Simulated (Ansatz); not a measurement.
## Field gradients of B₅H₉ from run to run

Cell of run 1: a COD entry, taken as it stands.

Space group I4mm (No. 107); a = 7.1600, c = 5.3800 Å.

```csv
site,Wyckoff,site symmetry,x,y,z
B1,2a,4mm,0.0000,0.0000,0.2020
B2,8d,.m.,0.1750,0.0000,0.0000
H6,8d,.m.,0.8280,0.5000,0.5920
H10,2a,4mm,0.0000,0.0000,0.4270
H11,8c,..m,0.1360,0.1360,0.8350
```

One atom of each set is listed; the run and its k-mesh use a cell of 14 atoms with edges of 5.73, 5.73, 5.73 Å.

Relaxed positions (PBE, cell held):

B1 (0.0000, 0.0000, 0.2286)
B2 (0.1763, 0.0000, 0.0191)
H6 (0.8412, 0.5000, 0.5443)
H10 (0.0000, 0.0000, 0.4495)
H11 (0.1336, 0.1336, 0.8514)

All runs are DFT with Ansatz 0.2.0 (plane waves and PAW, scalar-relativistic unless spin–orbit coupling is named, Γ-centred meshes, Fermi–Dirac smearing where given) in this cell.

Run 1: PBE, atoms as given; 420 eV, 7×7×7 k-points, smearing 0.05 eV.
Run 2: PBE, atoms relaxed; 420 eV, 7×7×7 k-points, smearing 0.05 eV.
Run 3: r2SCAN, at the relaxed atoms; 500 eV, 7×7×7 k-points, smearing 0.05 eV.

```
run   B1 V_zz (η)  H6 V_zz (η)  H10 V_zz (η)
  1  -0.24 (0.00)  1.89 (0.08)   1.91 (0.00)
  2  -0.46 (0.00)  2.02 (0.05)   2.12 (0.00)
  3             ?            ?             ?
```

V_zz in 10²¹ V/m²; 3 of the 5 sets of like atoms are followed.

(1) Estimate the row of run 3.

Results:

(1) B1: -0.46 (0.00); H6: 2.00 (0.06); H10: 2.11 (0.00). It lies nearest to run 2, from whose tensors on these sites it differs by 0.02 at most (largest principal value of the difference). Taken one at a time, the positions of the atoms (as given or relaxed) move the tensors on these sites by up to 0.88 (largest principal value of the change, on H6), the functional (r2SCAN with its higher cutoff) by 0.02.

In run 1 the atoms aren't at the calculated equilibrium (largest force 0.95 eV/Å).
